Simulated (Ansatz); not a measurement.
FePt

Method: PBE, scalar-relativistic; collinear spin; PAW, 420 eV, 12×12×10 k-mesh, Gaussian smearing of 0.05 eV; code Ansatz. The datasets are Ansatz's generated set soft_2.

```xyz
2
Lattice="2.7342 0.0000 0.0000 0.0000 2.7342 0.0000 0.0000 0.0000 3.7533" Properties=species:S:1:pos:R:3 pbc="T T T"
Fe    1.3671    1.3671    1.8766
Pt    0.0000    0.0000    0.0000
```

The chain of runs began from a cell as deposited in COD, expanded in volume.

Magnetic state: ferromagnetic, site spin moments Fe 2.99; Pt 0.39 μB.

The cell is relaxed to zero pressure at this level.

The cell has space group P4/mmm (read at 0.01 Å). In it the stress is 0.00, 0.00, 0.00, 0.00, 0.00, 0.00 GPa and the largest force component 0.000 eV/Å. Each change below starts from this cell, without further relaxation. Stress is in GPa, positive in compression, in the order xx, yy, zz, yz, xz, xy; energies are counted from the cell above and are free energies with the smearing's entropy, which match forces and stress in a metal.

Q: One atom was moved along a Cartesian axis, and these forces appeared. Which atom, and about how far?
```tsv
atom	Fx (eV/Å)	Fy	Fz
Fe1	0.000	0.000	-0.166
Pt2	0.000	0.000	0.166
```

A: Atom 1 (Fe) is moved by 0.02 Å along z; the energy changes by 1.7 meV per cell. Moving the other atom the opposite way is the same thing.

Q: What happens when atom 2 (Pt) is moved by 0.02 Å along z?

A: The energy changes by 1.7 meV per cell, and the force on it along the shift is -0.166 eV/Å (−F/u = 8.29 eV/Å²). Stress: 0.04, 0.04, 0.04, 0.00, 0.00, 0.00.
| atom | Fx (eV/Å) | Fy | Fz |
| --- | --- | --- | --- |
| Fe1 | 0.000 | 0.000 | 0.165 |
| Pt2 | 0.000 | 0.000 | -0.166 |
In a harmonic crystal the energy would rise by −½F·u = ½ × 8.29 × 0.02² eV = 1.7 meV, which matches.

Q: A single strain component, atoms carried along, gave the stress -3.32, -0.74, -1.31, 0.00, 0.00, 0.00. Which component, and about how large?

A: An engineering strain of 1 % in xx; the energy changes by 3.0 meV per cell.

Q: A single strain component, atoms carried along, gave the stress 0.32, 0.33, 0.49, 0.00, -3.13, 0.00. Which component, and about how large?

A: An engineering strain of 3 % in xz; the energy changes by 8.0 meV per cell.

Q: All atoms and the cell are disturbed at random:
```
CELL_PARAMETERS angstrom
2.76175 -0.00550 0.02750
-0.00550 2.74744 0.00243
0.03776 0.00333 3.78196
ATOMIC_POSITIONS crystal
Fe 0.49283 0.48860 0.50185
Pt 0.00717 0.01140 0.99815
```
Give the energy change, the stress and the forces.

A: 22.3 meV per cell; stress -4.44, -3.17, -3.50, -0.30, -1.92, 0.27 GPa. Spin moments: Fe 3.04; Pt 0.40 μB.
```tsv
atom	Fx (eV/Å)	Fy	Fz
Fe1	0.148	0.221	-0.131
Pt2	-0.148	-0.221	0.131
```

Q: All atoms and the cell are disturbed at random:
```
CELL_PARAMETERS angstrom
2.75189 -0.02872 0.03640
-0.02872 2.76480 0.00521
0.04997 0.00715 3.72321
ATOMIC_POSITIONS crystal
Fe 0.47670 0.49003 0.47033
Pt 0.02330 0.00997 0.02967
```
Give the energy change, the stress and the forces.

A: 246.9 meV per cell; stress 3.79, 2.88, 5.94, 1.50, 1.67, 1.56 GPa. Spin moments: Fe 2.94; Pt 0.43 μB.
| atom | Fx (eV/Å) | Fy | Fz |
| --- | --- | --- | --- |
| Fe1 | 0.514 | 0.299 | 1.902 |
| Pt2 | -0.514 | -0.299 | -1.902 |

 Scalar-relativistic only: spin–orbit splittings of the heavy atoms' levels are missing. The run wasn't fully tested for a lower electronic state. Site moments are of spin, integrated over atomic spheres.
